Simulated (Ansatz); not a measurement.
# SrCl2

```
Sr Cl
1.0
     0.00000    3.48550    3.48550
     3.48550    0.00000    3.48550
     3.48550    3.48550    0.00000
Sr Cl
1 2
Direct
  0.00000 0.00000 0.00000
  0.25000 0.25000 0.25000
  0.75000 0.75000 0.75000
```

Atoms are numbered in the order listed.

The cell comes from COD entry 1541509, which wasn't checked; take it as a given geometry.

All numbers are computed: DFT, LDA, all-electron LAPW, scalar-relativistic (Ansatz 0.2.0); DFT, LDA, PAW with Ansatz's default frozen-core files, scalar-relativistic (Ansatz 0.2.0).

For LAPW: a Γ-centred 8×8×8 k mesh, Fermi–Dirac smearing of 0.01 eV, basis error target 1 meV/atom, no spin polarisation. PAW takes a cutoff of 420 eV at this cell (files made with PBE, cores remade for this functional). The Ansatz runs share mesh, smearing and spin set-up. Values come from LAPW unless marked.

| Property | Result |
| --- | --- |
| Löwdin charges (with 0.21 e of the cell spilling out of the atomic basis, so their sizes and signs hang on that basis) | Sr1 1.62, Cl2 -0.70 e |
| Volume per atom | 28.23 Å³ |

Q: Give the computed value. Pressure at this cell.

A: -2.77 GPa.

Q: Predict this quantity. Bader charges (from the PAW run).

A: Sr1 +1.59, Cl2 -0.79 e.

Q: Give the computed value. Band gap.

A: 4.89 eV, indirect from X (0.5, 0, 0.5) to Γ.

Q: Predict this quantity. Smallest direct gap on the path.

A: 5.16 eV.
